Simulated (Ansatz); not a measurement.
# ZrSiO4 (I4_1/amd): the equilibrium volume, part 2 of 2

At what volume is ZrSiO4 (I4_1/amd) free of pressure?

Ansatz 0.2.0; DFT PBE, scalar-relativistic, plane waves, PAW.

## 3. Relaxing cell and atoms

File input.yaml:

```yaml
crystal:
  lattice:
    - [-3.3099207021, 3.3099207021, 2.9976661022]
    - [3.3099207021, -3.3099207021, 2.9976661022]
    - [3.3099207021, 3.3099207021, -2.9976661022]
  atoms:
    - { symbol: Zr, position: [0.0, 0.0, 0.0] }
    - { symbol: Zr, position: [0.75, 0.25, 0.5] }
    - { symbol: Si, position: [0.5, 0.5, 0.0] }
    - { symbol: Si, position: [0.25, 0.75, 0.5] }
    - { symbol: O, position: [0.13667733, 0.32070008, 0.81597725] }
    - { symbol: O, position: [0.07070008, 0.75472283, 0.68402275] }
    - { symbol: O, position: [0.07070008, 0.38667733, 0.31597725] }
    - { symbol: O, position: [0.50472283, 0.32070008, 0.18402275] }
    - { symbol: O, position: [0.67929992, 0.49527717, 0.81597725] }
    - { symbol: O, position: [0.61332267, 0.92929992, 0.68402275] }
    - { symbol: O, position: [0.24527717, 0.92929992, 0.31597725] }
    - { symbol: O, position: [0.67929992, 0.86332267, 0.18402275] }
basis:
  ecutwfc: 420
kpoints:
  mp_grid: { grid: [6, 6, 6] }
hamiltonian:
  xc: pbe
scf:
  occupations: { method: gaussian, width: 0.02 }
output:
  forces: true
  stress: true
  eigenvalues: true
  write_density: true
  write_potential: true
  elf: true
  volumetric_format: npy
relax:
  adjacent_minimum: "off"
  f_tol: 0.005
  max_steps: 80
  cell: { stress_tol: 0.05 }
```

On the command line:

```
> ansatz run input.yaml --threads 8 --pin off --max-ram 16384MiB --backend cpu --events-out ev --progress --plain --runs-dir out
```

What it wrote:

```text
Warning: RAYON_NUM_THREADS=8 ignored (pool sized by the plan → 8); use --threads N
Engine: ansatz 0.2.0, aarch64-unknown-linux-gnu
Pseudopotentials: kind: paw
Pseudopotential: Zr, paw, valence charge 12, recommended cutoff 420 eV (normal), Zr.paw.azcp
Pseudopotential: Si, paw, valence charge 4, recommended cutoff 420 eV (normal), Si.paw.azcp
Pseudopotential: O, paw, valence charge 6, recommended cutoff 420 eV (normal), O.paw.azcp
Functional definition: PBE
  parameter kappa = 0.804
  parameter beta = 0.06672455060314922
  exchange = pbe_x(kappa = kappa, mu = beta*pi^2/3)
  correlation = pbe_c(beta = beta)
Crystal: 12 atoms, lattice volume = 131.365 Å³
Basis set: ecut = 420 eV, 2547 PW (Γ), exchange–correlation on 80×80×80 points (8 copies of the dense FFT grid, shifted against one another)
Bands: 52, of which v1, the nominal top of the filled ones, is band 40 counted from 1 (39 counted from 0)
Symmetry: 16 space group operations
Space group: I41/amd (ITA 141), of the structure as read, at distance tolerance 5.1e-5 Å
k-points: 30 of 216
Non-local potential: Zr, projectors of the file, l = 0: 3, l = 1: 2, l = 2: 2, l = 3: 2
Non-local potential: Si, projectors of the file, l = 0: 2, l = 1: 2, l = 2: 2
Non-local potential: O, projectors of the file, l = 0: 2, l = 1: 2, l = 2: 1
PAW form: soft (Blöchl's): semilocal exchange-correlation on the pseudo side does not see the compensation charge
PAW one-centre angular grid: Zr, 590 points (default); XC on 64 Gauss nodes
PAW one-centre angular grid: Si, 110 points (default); XC on 64 Gauss nodes
PAW one-centre angular grid: O, 110 points (default); XC on 64 Gauss nodes
Initial density: superposition of atomic densities (neutral atoms: chi_scale 0, normalization atom), corrected by the library's trained network
Initial wavefunctions: pseudopotential atomic-orbital guess
Functional: x = pbe(κ = 0.804, μ = 0.2195149727645171), c = pbe(β = 0.06672455060314922)
SCF iter   1: F=—  HF=-14196.388921 eV  |F-HF|=—  |Δ(HF+E_count)|=         —  Δρ=2.50e-3  dr2=2.73e-3  ethr=1.77e-3  ⟨swp⟩=6.3  Hψ=6511  notcnv=0  defer=7
preconditioner: auto → Resta (q_TF=auto, 2.512 Å⁻¹)  ε∞=4.0  [insulator: Δε(μ)=4.682 eV  Ē_g=16.267 eV  σ=0.020 eV  W_gap=1.00  n_scr=42 (ndim 8)  ℏωp=28.2 eV  f_vac=0.006  D(μ)=0.00/eV (n_scr^D=0)  ε∞_Penn≈4.0]
SCF iter   2: F=—  HF=-14196.390013 eV  |F-HF|=—  |Δ(HF+E_count)|=   1.09e-3  Δρ=1.38e-3  dr2=6.12e-4  ethr=3.41e-6  ⟨swp⟩=2.0  Hψ=3204  notcnv=0  defer=156
SCF iter   3: F=—  HF=-14196.390906 eV  |F-HF|=—  |Δ(HF+E_count)|=   8.93e-4  Δρ=4.57e-4  dr2=6.60e-5  ethr=7.65e-7  ⟨swp⟩=2.0  Hψ=2374  notcnv=0  defer=156
SCF iter   4: F=—  HF=-14196.391094 eV  |F-HF|=—  |Δ(HF+E_count)|=   1.88e-4  Δρ=1.05e-4  dr2=1.45e-5  ethr=8.25e-8  ⟨swp⟩=2.0  Hψ=2602  notcnv=0  defer=156
SCF iter   5: F=—  HF=-14196.391095 eV  |F-HF|=—  |Δ(HF+E_count)|=   1.53e-6  Δρ=4.51e-5  dr2=3.17e-6  ethr=1.81e-8  ⟨swp⟩=2.0  Hψ=2281  notcnv=0  defer=156
SCF iter   6: F=-14196.391095 eV  HF=-14196.391095 eV  |F-HF|=4.21e-8  |Δ(HF+E_count)|=   3.45e-7  Δρ=6.59e-6  dr2=5.38e-8  ethr=1.25e-10  ⟨swp⟩=12.7  Hψ=11662  notcnv=0
SCF 1 converged in 6 iterations: F = -14196.391095 eV  dr2 = 5.38e-8
relax step   1: F+E_penalty+E_count = -14196.39109514 eV  Δ(F+E_penalty+E_count) = +0.000e0 eV  max|allowed force component| = 2.466e-1 eV/Å  Δτ_max = 0.0000 Å  P = +5.166 GPa  Ω = 131.365 Å³  (6 SCF iters, dr2 threshold 1.00e-7 eV, accepted)
Crystal: 12 atoms, lattice volume = 133.868 Å³
Basis set: ecut = 420 eV, 2595 PW (Γ), exchange–correlation on 80×80×80 points (8 copies of the dense FFT grid, shifted against one another)
Initial density: handed on by an earlier stage of this run
Initial wavefunctions: those handed on with the density
iter 1 solved again at ethr=2.02e-5 eV; its pass at ethr=3.10e-3 eV (dr2=1.62e-2 eV) is discarded
SCF iter   1: F=—  HF=-14196.423366 eV  |F-HF|=—  |Δ(HF+E_count)|=         —  Δρ=3.36e-3  dr2=1.64e-2  ethr=2.02e-5  ⟨swp⟩=2.9  Hψ=6300  notcnv=0
preconditioner: auto → Resta (q_TF=auto, 2.504 Å⁻¹)  ε∞=4.0  [insulator: Δε(μ)=4.602 eV  Ē_g=16.110 eV  σ=0.020 eV  W_gap=1.00  n_scr=42 (ndim 8)  ℏωp=28.0 eV  f_vac=0.013  D(μ)=0.00/eV (n_scr^D=0)  ε∞_Penn≈4.0]
SCF iter   2: F=—  HF=-14196.418813 eV  |F-HF|=—  |Δ(HF+E_count)|=   4.55e-3  Δρ=1.15e-3  dr2=2.83e-3  ethr=2.02e-5  ⟨swp⟩=2.1  Hψ=2643  notcnv=0
SCF iter   3: F=—  HF=-14196.418192 eV  |F-HF|=—  |Δ(HF+E_count)|=   6.21e-4  Δρ=5.52e-4  dr2=5.68e-4  ethr=3.54e-6  ⟨swp⟩=3.0  Hψ=2926  notcnv=0
SCF iter   4: F=—  HF=-14196.418170 eV  |F-HF|=—  |Δ(HF+E_count)|=   2.26e-5  Δρ=1.87e-4  dr2=5.54e-5  ethr=7.10e-7  ⟨swp⟩=2.0  Hψ=2277  notcnv=0
SCF iter   5: F=—  HF=-14196.418195 eV  |F-HF|=—  |Δ(HF+E_count)|=   2.55e-5  Δρ=3.54e-5  dr2=1.27e-6  ethr=6.92e-8  ⟨swp⟩=2.0  Hψ=2485  notcnv=0
SCF iter   6: F=-14196.418197 eV  HF=-14196.418197 eV  |F-HF|=3.63e-8  |Δ(HF+E_count)|=   2.24e-6  Δρ=4.70e-6  dr2=2.47e-8  ethr=1.50e-9  ⟨swp⟩=11.8  Hψ=11631  notcnv=0
SCF 2 converged in 6 iterations: F = -14196.418197 eV  dr2 = 2.47e-8
relax step   2: F+E_penalty+E_count = -14196.41819744 eV  Δ(F+E_penalty+E_count) = -2.710e-2 eV  max|allowed force component| = 2.368e-1 eV/Å  Δτ_max = 0.0035 Å  P = +0.873 GPa  Ω = 133.868 Å³  energy of the carried Pulay correction = -1.046e-2 eV  (6 SCF iters, dr2 threshold 1.20e-6 eV, accepted)
Crystal: 12 atoms, lattice volume = 134.110 Å³
iter 1 solved again at ethr=4.12e-6 eV; its pass at ethr=3.10e-3 eV (dr2=3.30e-3 eV) is discarded
SCF iter   1: F=—  HF=-14196.427217 eV  |F-HF|=—  |Δ(HF+E_count)|=         —  Δρ=1.54e-3  dr2=3.37e-3  ethr=4.12e-6  ⟨swp⟩=2.8  Hψ=6240  notcnv=0
preconditioner: auto → Resta (q_TF=auto, 2.503 Å⁻¹)  ε∞=4.0  [insulator: Δε(μ)=4.580 eV  Ē_g=16.088 eV  σ=0.020 eV  W_gap=1.00  n_scr=42 (ndim 8)  ℏωp=28.0 eV  f_vac=0.010  D(μ)=0.00/eV (n_scr^D=0)  ε∞_Penn≈4.0]
SCF iter   2: F=—  HF=-14196.426335 eV  |F-HF|=—  |Δ(HF+E_count)|=   8.82e-4  Δρ=5.97e-4  dr2=3.57e-4  ethr=4.12e-6  ⟨swp⟩=2.0  Hψ=2348  notcnv=0
SCF iter   3: F=—  HF=-14196.426262 eV  |F-HF|=—  |Δ(HF+E_count)|=   7.32e-5  Δρ=2.32e-4  dr2=4.98e-5  ethr=4.47e-7  ⟨swp⟩=2.1  Hψ=2194  notcnv=0
SCF iter   4: F=—  HF=-14196.426254 eV  |F-HF|=—  |Δ(HF+E_count)|=   7.71e-6  Δρ=5.60e-5  dr2=3.67e-6  ethr=6.23e-8  ⟨swp⟩=2.0  Hψ=2346  notcnv=0
SCF iter   5: F=-14196.426255 eV  HF=-14196.426255 eV  |F-HF|=7.71e-8  |Δ(HF+E_count)|=   8.73e-7  Δρ=9.93e-6  dr2=1.61e-7  ethr=1.50e-9  ⟨swp⟩=11.3  Hψ=11748  notcnv=0
SCF 3 converged in 5 iterations: F = -14196.426255 eV  dr2 = 1.61e-7
relax step   3: F+E_penalty+E_count = -14196.42625521 eV  Δ(F+E_penalty+E_count) = -8.058e-3 eV  max|allowed force component| = 3.378e-2 eV/Å  Δτ_max = 0.0064 Å  P = +0.071 GPa  Ω = 134.110 Å³  energy of the carried Pulay correction = -1.146e-2 eV  (5 SCF iters, dr2 threshold 1.20e-6 eV, accepted)
[... 8 lines left out ...]
relax step   4: F+E_penalty+E_count = -14196.42665066 eV  Δ(F+E_penalty+E_count) = -3.954e-4 eV  max|allowed force component| = 1.627e-2 eV/Å  Δτ_max = 0.0012 Å  P = +0.001 GPa  Ω = 134.139 Å³  energy of the carried Pulay correction = -1.158e-2 eV  (4 SCF iters, dr2 threshold 4.82e-7 eV, accepted)
[... 9 lines left out ...]
relax step   5: F+E_penalty+E_count = -14196.42678101 eV  Δ(F+E_penalty+E_count) = -1.304e-4 eV  max|allowed force component| = 7.822e-3 eV/Å  Δτ_max = 0.0014 Å  P = -0.017 GPa  Ω = 134.153 Å³  energy of the carried Pulay correction = -1.164e-2 eV  (5 SCF iters, dr2 threshold 4.07e-8 eV, accepted)
[... 8 lines left out ...]
relax step   6: F+E_penalty+E_count = -14196.42677987 eV  Δ(F+E_penalty+E_count) = +1.141e-6 eV  max|allowed force component| = 3.839e-3 eV/Å  Δτ_max = 0.0004 Å  P = -0.010 GPa  Ω = 134.158 Å³  energy of the carried Pulay correction = -1.166e-2 eV  (4 SCF iters, dr2 threshold 1.21e-8 eV, accepted)
[... 9 lines left out ...]
relax step   7: F+E_penalty+E_count = -14196.42676700 eV  Δ(F+E_penalty+E_count) = +1.287e-5 eV  max|allowed force component| = 4.180e-5 eV/Å  Δτ_max = 0.0003 Å  P = +0.001 GPa  Ω = 134.164 Å³  energy of the carried Pulay correction = -1.168e-2 eV  (5 SCF iters, dr2 threshold 6.46e-9 eV, accepted)
[... 8 lines left out ...]
relax step   8: F+E_penalty+E_count = -14196.44002791 eV  Δ(F+E_penalty+E_count) = -1.326e-2 eV  max|allowed force component| = 7.535e-4 eV/Å  Δτ_max = 0.0000 Å  P = +0.183 GPa  Ω = 134.164 Å³  stress off target by 2.11e-1 GPa  SCF on the basis re-selected at this cell (its energy is not comparable with the rows above)  (5 SCF iters)
[... 10 lines left out ...]
relax step   9: F+E_penalty+E_count = -14196.43956905 eV  Δ(F+E_penalty+E_count) = +4.589e-4 eV  max|allowed force component| = 2.251e-4 eV/Å  Δτ_max = 0.0003 Å  P = -0.003 GPa  Ω = 134.291 Å³  energy of the carried Pulay correction = -5.417e-4 eV  (5 SCF iters, dr2 threshold 1.11e-7 eV, accepted)
iter 1 solved again at ethr=5.36e-7 eV; its pass at ethr=3.10e-3 eV (dr2=4.29e-4 eV) is discarded
SCF iter   1: F=—  HF=-14196.440109 eV  |F-HF|=—  |Δ(HF+E_count)|=         —  Δρ=2.01e-5  dr2=3.27e-8  ethr=5.36e-7  ⟨swp⟩=3.2  Hψ=10519  notcnv=0
eigensolver tolerance schedule: the retry pair's looser diagonalisation over-reported the residual by 13129.97 of it (diagonalisation noise at an unbounded share of the residual, at the tolerance the schedule requests for it); recorded, not acted on — ethr = c·dr2/N_el stays at c = 1.0e-1
preconditioner: auto → Resta (q_TF=auto, 2.503 Å⁻¹)  ε∞=4.0  [insulator: Δε(μ)=4.604 eV  Ē_g=16.092 eV  σ=0.020 eV  W_gap=1.00  n_scr=42 (ndim 8)  ℏωp=27.9 eV  f_vac=0.010  D(μ)=0.00/eV (n_scr^D=0)  ε∞_Penn≈4.0]
SCF iter   2: F=—  HF=-14196.440132 eV  |F-HF|=—  |Δ(HF+E_count)|=   2.27e-5  Δρ=1.03e-5  dr2=1.08e-8  ethr=4.08e-11  ⟨swp⟩=3.0  Hψ=3661  notcnv=0
SCF iter   3: F=—  HF=-14196.440133 eV  |F-HF|=—  |Δ(HF+E_count)|=   1.28e-6  Δρ=4.26e-6  dr2=2.14e-9  ethr=1.34e-11  ⟨swp⟩=2.1  Hψ=2280  notcnv=0
SCF iter   4: F=-14196.440134 eV  HF=-14196.440134 eV  |F-HF|=4.31e-10  |Δ(HF+E_count)|=   2.50e-7  Δρ=2.81e-7  dr2=1.04e-10  ethr=1.00e-12  ⟨swp⟩=5.6  Hψ=8326  notcnv=0
SCF 10 converged in 4 iterations: F = -14196.440134 eV  dr2 = 1.04e-10
relax step  10: F+E_penalty+E_count = -14196.44013370 eV  Δ(F+E_penalty+E_count) = -5.647e-4 eV  max|allowed force component| = 2.325e-4 eV/Å  Δτ_max = 0.0000 Å  P = +0.001 GPa  Ω = 134.291 Å³  stress off target by 2.39e-3 GPa  SCF on the basis re-selected at this cell (its energy is not comparable with the rows above)  (4 SCF iters)
basis re-selected at this cell: Δ(F+E_penalty+E_count) = -5.647e-4 eV, ΔP = +0.004 GPa vs the last step (what re-selecting the basis moved, of the pressure what is left beyond the Pulay correction that the steps carried, after the strain that the cell walked since its last selection, with what the two solves' SCF thresholds leave and, on support functions, any second-order correction that the steps lacked; it is no measure of the basis error at this ecutwfc). This SCF's stress stands 2.39e-3 GPa from its target on what of the cell is left free (relax.cell.stress_tol is 5.00e-2 GPa) and its largest allowed force component is 2.32e-4 eV/Å (relax.f_tol is 5.00e-3 eV/Å): within both
SCF converged after 4 iterations
Free energy (F): -14196.440134 eV
Harris-Foulkes:  -14196.440134 eV  (|F-HF|=4.31e-10)
Internal energy: -14196.440134 eV  (E = F + TS)
E sigma→0 (E₀):  -14196.440134 eV
Fermi energy:    10.033384 eV
--- Per-component energies (eV) ---
  E_band       = -291.781786
  E_kinetic    = 2173.378874
  E_local      = -4360.449737  (includes V_loc(G=0)·N_el)
  E_nonlocal   = 582.359570
  E_hartree    = 1501.561017
  E_xc         = -1031.662241
  E_vxc        = -1238.755407  (∫ρ·V_xc dr)
  E_paw        = -8198.757154  (= ΣΔE_a)
  E_vpaw       = -451.457510  (= ΣTr[D̂ρ^β])
  E_aug_tail   = 0.020004  (compensation charges beyond the density's cutoff)
  E_ewald      = -4862.890468
  E_smearing   = -0.000000  (= −TS)
  E_closure    = -0.000000  (closes the sum)
  Σ components = -14196.440134   (vs F -14196.440134, Δ=0.00e0)
--- Forces (eV/Å), atoms counted from 1 ---
  atom   1  Zr    -0.00000000    -0.00000000     0.00000000
  atom   2  Zr     0.00000000     0.00000000    -0.00000000
  atom   3  Si     0.00000000    -0.00000000     0.00000000
  atom   4  Si    -0.00000000    -0.00000000    -0.00000000
  atom   5  O     -0.00000000    -0.00008669    -0.00023250
  atom   6  O      0.00008669    -0.00000000    -0.00023250
  atom   7  O     -0.00008669     0.00000000    -0.00023250
  atom   8  O     -0.00000000     0.00008669    -0.00023250
  atom   9  O     -0.00008669     0.00000000     0.00023250
  atom  10  O      0.00000000     0.00008669     0.00023250
  atom  11  O      0.00000000    -0.00008669     0.00023250
  atom  12  O      0.00008669    -0.00000000     0.00023250
  max |Σ_I F_I| component: 2.39e-18 eV/Å
--- Stress (GPa, compression-positive) ---
        0.002393       0.000000       0.000000
        0.000000       0.002393      -0.000000
        0.000000       0.000000      -0.002393
  P = ⅓ Tr σ = 0.0008 GPa (0.008 kbar)
--- Band table (eV; the first three rows and the last of 30) ---
  k-point 0: bands = ["-40.0101", "-39.9856", "-18.2306", "-18.2306", "-18.1239", "-18.0851", "-17.9766", "-17.9766", "-11.1239", "-10.2778", "-9.4321", "-9.2517", "-8.8890", "-8.8890", "-8.7471", "-8.7471", "0.4193", "1.9518", "2.1061", "2.6211", "2.6211", "3.2512", "3.7577", "3.8487", "4.6995", "4.7103", "4.7103", "4.8504", "5.3407", "5.3407", "6.2016", "6.2016", "6.9190", "6.9190", "6.9827", "7.0736", "7.1694", "7.1694", "7.2018", "7.7315", "12.5324", "12.9278", "12.9787", "12.9787", "13.7672", "13.9031", "14.1123", "14.2797", "14.2797", "14.6218", "15.7758", "17.0991"]
  k-point 1: bands = ["-40.0085", "-39.9872", "-18.2399", "-18.2158", "-18.1153", "-18.0948", "-17.9962", "-17.9657", "-11.0308", "-10.2803", "-9.3880", "-9.2331", "-8.9413", "-8.9190", "-8.8374", "-8.7940", "0.6157", "2.0721", "2.2694", "2.5929", "2.6127", "3.4803", "3.9023", "4.0225", "4.1328", "4.3496", "4.8690", "5.1538", "5.2392", "5.2404", "6.1696", "6.2764", "6.8359", "6.8512", "6.9081", "6.9255", "6.9860", "7.0425", "7.1993", "7.6198", "12.4707", "12.7679", "12.9719", "12.9816", "13.8673", "14.0387", "14.0819", "14.3666", "14.3913", "15.0228", "15.9699", "17.1396"]
  k-point 2: bands = ["-40.0040", "-39.9917", "-18.2417", "-18.1739", "-18.1708", "-18.0477", "-18.0392", "-17.9636", "-10.7874", "-10.3268", "-9.2672", "-9.1796", "-9.0543", "-9.0231", "-8.9952", "-8.9203", "1.1335", "2.1628", "2.6975", "2.7128", "2.7331", "3.5899", "3.7505", "3.7717", "4.2310", "4.3632", "4.6675", "4.8948", "5.2969", "5.5829", "5.7990", "6.3408", "6.4712", "6.5002", "6.6820", "6.8588", "6.8765", "6.9486", "7.1347", "7.3576", "12.3959", "12.5104", "13.0552", "13.0865", "13.6615", "13.7200", "14.4599", "14.5991", "15.2451", "15.5640", "16.1726", "16.9774"]
  k-point 29: bands = ["-39.9978", "-39.9978", "-18.2491", "-18.2491", "-18.1068", "-18.1068", "-17.9615", "-17.9615", "-10.6689", "-10.6689", "-9.3922", "-9.3922", "-8.8420", "-8.8420", "-8.8040", "-8.8040", "0.9943", "0.9943", "2.8570", "2.8570", "3.0744", "3.0744", "4.1921", "4.1921", "4.7164", "4.7164", "4.9184", "4.9184", "5.9032", "5.9032", "6.0290", "6.0290", "6.2444", "6.2444", "6.4398", "6.4398", "6.6635", "6.6635", "6.9447", "6.9447", "13.0414", "13.0414", "13.3834", "13.3834", "13.4119", "13.4119", "14.2452", "14.2452", "14.9901", "14.9901", "17.0618", "17.0618"]
--- Relaxed structure (8 steps of the walk, 8 accepted, 2 SCFs on fresh bases) ---
  F+E_penalty+E_count = -14196.44013370 eV   max|allowed force component| = 2.325e-4 eV/Å   (the final SCF, on the basis selected at the relaxed cell)
  cell:  # Å, volume = 134.2912 Å³
    - [-3.338759781721279, 3.338759781721279, 3.011737355254209]
    - [3.338759781721279, -3.338759781721279, 3.011737355254209]
    - [3.338759781721279, 3.338759781721279, -3.011737355254209]
  atoms:
    - { symbol: Zr, position: [-2.6827591189479022e-20, -4.5935337996885875e-20, 4.094517173015599e-21] }
    - { symbol: Zr, position: [0.7500000000000002, 0.25, 0.5000000000000001] }
    - { symbol: Si, position: [0.5000000000000001, 0.5000000000000001, 4.094517173015733e-21] }
    - { symbol: Si, position: [0.25, 0.7500000000000002, 0.5000000000000001] }
    - { symbol: O, position: [0.13590515647757395, 0.3196650529377476, 0.8162401035398266] }
    - { symbol: O, position: [0.06966505293774757, 0.753424949397921, 0.6837598964601737] }
    - { symbol: O, position: [0.06966505293774747, 0.38590515647757395, 0.31624010353982646] }
    - { symbol: O, position: [0.503424949397921, 0.31966505293774755, 0.1837598964601735] }
    - { symbol: O, position: [0.6803349470622525, 0.496575050602079, 0.8162401035398266] }
    - { symbol: O, position: [0.614094843522426, 0.9303349470622525, 0.6837598964601735] }
    - { symbol: O, position: [0.2465750506020791, 0.9303349470622526, 0.31624010353982646] }
    - { symbol: O, position: [0.6803349470622526, 0.864094843522426, 0.1837598964601735] }
```

Run time: 22 s. Hardware: 8 threads of Arm Neoverse V1, shared host; peak memory 0.76 GiB.

The steps of the relaxation:

| step | energy from step 1 (meV/atom) | largest force component (eV/Å) | pressure (GPa) | volume (Å³/atom) |
| --- | --- | --- | --- | --- |
| 1 | 0.0 | 0.247 | 5.17 | 10.947 |
| 2 | -2.3 | 0.237 | 0.87 | 11.156 |
| 3 | -2.9 | 0.034 | 0.07 | 11.176 |
| 4 | -3.0 | 0.016 | 0.00 | 11.178 |
| 5 | -3.0 | 0.008 | -0.02 | 11.179 |
| 6 | -3.0 | 0.004 | -0.01 | 11.180 |
| 7 | -3.0 | 0.000 | 0.00 | 11.180 |
| 8 | -4.1 | 0.001 | 0.18 | 11.180 |
| 9 | -4.0 | 0.000 | 0.00 | 11.191 |
| 10 | -4.1 | 0.000 | 0.00 | 11.191 |

Step 1 is the start. Step 8 repeats a cell on a basis chosen anew, so the energy can jump there without a move. Step 10 repeats the geometry before it on a plane-wave basis chosen anew for the final cell, which leaves the energy as it was. The run keeps the 16 symmetry operations that it found, so it can't reach a distortion that breaks them.

This gives: volume 11.191 Å³/atom, pressure 0.00 GPa, mesh gap 4.60 eV.

## 4. The cell, before and after

How the cell compares, before and after:

| cell as typed | before | after | change |
| --- | --- | --- | --- |
| a (Å) | 5.559 | 5.600 | +0.8 % |
| b (Å) | 5.559 | 5.600 | +0.8 % |
| c (Å) | 5.559 | 5.600 | +0.8 % |
| α (°) | 106.91 | 106.81 | -0.10° |
| β (°) | 106.91 | 106.81 | -0.10° |
| γ (°) | 114.73 | 114.94 | +0.21° |
| volume (Å³/atom) | 10.947 | 11.191 | +2.2 % |
| shortest distance (Å) | 1.625 | 1.639 | +0.9 % |
| space group | I4_1/amd | I4_1/amd | same |

## 5. Outcome

What follows sums up all 2 parts. Changes of volume or cell count from the first structure of part 1.

```
         quantity                                                                      value
           volume                                                             11.191 Å³/atom
         pressure                                                                   0.00 GPa
conventional cell  a = 6.678 Å, b = 6.678 Å, c = 6.023 Å, α = 90.00°, β = 90.00°, γ = 90.00°
  gap on the mesh                                                                    4.60 eV
```

What this shows: Over the 2 runs shown the cell moved from 10.95 to 11.19 Å³/atom, a change of +2.2 %, where the pressure is zero within 0.01 GPa.

The gaps are Kohn-Sham values of a semilocal functional, not quasiparticle or optical gaps. Such gaps usually fall short of the measured ones.
